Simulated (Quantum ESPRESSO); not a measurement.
Crystal: FeCo (Wairauite).

```
CELL_PARAMETERS angstrom
2.85700 0.00000 0.00000
0.00000 2.85700 0.00000
0.00000 0.00000 2.85700
ATOMIC_POSITIONS crystal
Co 0.00000 0.00000 0.00000
Fe 0.50000 0.50000 0.50000
```

| Quantity | Value |
| --- | --- |
| Program | Quantum ESPRESSO 7.5 |
| Task | single point |
| Functional | PBE |
| Potentials or basis | SSSP 1.3 efficiency PBE |
| Cutoff | 871 eV |
| Density cutoff | 10640 eV |
| k mesh | 9 × 9 × 9 |
| Occupations | fermi-dirac, width 0.05 eV |
| Spin | collinear spin, ferromagnetic start |
| Starting moments | [2.0, 3.0] μB |

On this cell: pressure -3.5 GPa; largest force zero by symmetry; net moment 4.56 μB per cell; site moments Co +1.88; Fe +2.80 μB; band gap on the k mesh none (metal or under the smearing width).

The same run follows on a disturbed copy (atoms moved at random, drawn with an rms of 0.05 Å):

```
Co Fe
1.0
     2.85700    0.00000    0.00000
     0.00000    2.85700    0.00000
     0.00000    0.00000    2.85700
Co Fe
1 1
Direct
  0.01764 0.99892 0.00989
  0.50566 0.49585 0.50464
```

**Question.** What does the disturbed cell give?

**Answer.** The energy (extrapolated to zero smearing) moves by +2.2 meV/atom; pressure -3.5 GPa; largest force 0.231 eV/Å; net moment 4.55 μB per cell; site moments Co +1.88; Fe +2.79 μB; band gap on the k mesh none (metal or under the smearing width).

Forces in eV/Å, atoms in the order of the input:
```
Co  -0.206 -0.053 -0.089
Fe   0.206  0.053  0.089
```
